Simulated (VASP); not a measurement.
Wanted: an ASE script for a VASP 6.6.1 run.

```
Task                   : single point
Functional             : RPBE
Potentials or basis    : VASP PAW PBE potentials, release 64 (As, Mn_pv)
Cutoff                 : 520 eV
k mesh                 : 8 × 8 × 5
Occupations            : gaussian, width 0.02 eV
Spin                   : collinear spin, ferromagnetic start
Starting moments       : [0.0, 0.0, 4.0, 4.0] μB
Further INCAR settings : ALGO = Normal; EDIFF = 1.00e-07
```

The structure of MnAs lies in MnAs.xyz:

```xyz
4
Lattice="3.7100000000 0.0000000000 0.0000000000 -1.8550000000 3.2129542480 0.0000000000 0.0000000000 0.0000000000 5.6910000000" Properties=species:S:1:pos:R:3 pbc="T T T"
As     1.8550000002      1.0709847492      4.2682500000
As    -0.0000000002      2.1419694988      1.4227500000
Mn     0.0000000000      0.0000000000      2.8455000000
Mn     0.0000000000      0.0000000000      0.0000000000
```

One way to write it, as run:

run.py

```python
from ase.calculators.vasp import Vasp
from ase.dft.bandgap import bandgap
from ase.io import read

atoms = read('MnAs.xyz')
atoms.set_initial_magnetic_moments([0.0, 0.0, 4.0, 4.0])
calc = Vasp(
    directory='calc',
    xc='rpbe',
    pp='PBE',
    setups='recommended',
    prec='Accurate',
    encut=520,
    ediff=1e-07,
    ismear=0,
    sigma=0.02,
    lreal=False,
    lasph=True,
    nelm=100,
    algo='Normal',
    isif=2,
    lwave=False,
    lcharg=False,
    ispin=2,
    lorbit=11,
    lmaxmix=4,
    kpts=[8, 8, 5],
    gamma=True,
)
atoms.calc = calc

print('energy (eV):', atoms.get_potential_energy())
print('free energy (eV):', atoms.get_potential_energy(force_consistent=True))
print('forces (eV/A):')
print(atoms.get_forces())
print('stress (eV/A^3, Voigt):', atoms.get_stress())
print('Fermi level (eV):', calc.get_fermi_level())
print('moment (muB):', atoms.get_magnetic_moment())
print('site moments (muB):', atoms.get_magnetic_moments())
gap, top, bottom = bandgap(calc)
print('band gap (eV):', gap, 'from (spin, k, band)', top, 'to', bottom)
```

Potentials or basis: VASP PAW PBE potentials, release 64 (As, Mn_pv).

Launch:

```sh
$ python run.py
```

Results of the run:

| Quantity | Value |
| --- | --- |
| Pressure | 0.2 GPa |
| Band gap on the k mesh | none (metal or under the smearing width) |
| Net moment | 6.39 μB per cell |
| Site moments | As -0.13; Mn +3.26 μB |
| Valence electrons inside the program's atomic spheres | As 2.79; Mn 11.56 |

Caveat: the PAW data sets were made with another functional, which shifts forces and pressure a little; only a ferromagnetic start was run, and an antiferromagnetic order may lie lower in energy.

Wall time 70 s on 1 thread of Intel(R) Xeon(R) Platinum 8488C (Sapphire Rapids), on a shared host, peak memory 0.24 GiB.
